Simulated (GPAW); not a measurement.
AgBr, 2 atoms in the cell. Symmetry: Fm-3m, No. 225, cubic system. Conventional cell: a = 5.740 Å, b = 5.740 Å, c = 5.740 Å, α = 90.00°, β = 90.00°, γ = 90.00°. Around Ag (site symmetry m-3m) lie 6 Br at 2.87 Å. Br (site symmetry m-3m) has 6 Ag at 2.87 Å as nearest neighbours. 

| Item | Value |
| --- | --- |
| Program | GPAW 26.7.0 |
| Task | single point |
| Functional | LDA |
| Potentials or basis | the program's PAW data sets (release 1.2.1) made for this functional |
| Cutoff | 600 eV |
| Basis | pw |
| k mesh | 8 × 8 × 8 |
| Occupations | gaussian, width 0.02 eV |
| Spin | no spin polarisation |
| Maxiter | 150 |

Potentials or basis: the program's PAW data sets (release 1.2.1) made for this functional, pw.

The run is started by

```console
$ OMP_NUM_THREADS=1 python run.py
```

Hardware: 1 thread of Arm Neoverse V1, with other jobs on the host.

Q: Estimate the wall time of this run.

A: It took 19 s on 1 thread of Arm Neoverse V1, with other jobs on the host, peak memory 0.16 GiB. Counts: scf iterations 8, plane waves 1604, bands 23, k points 29.
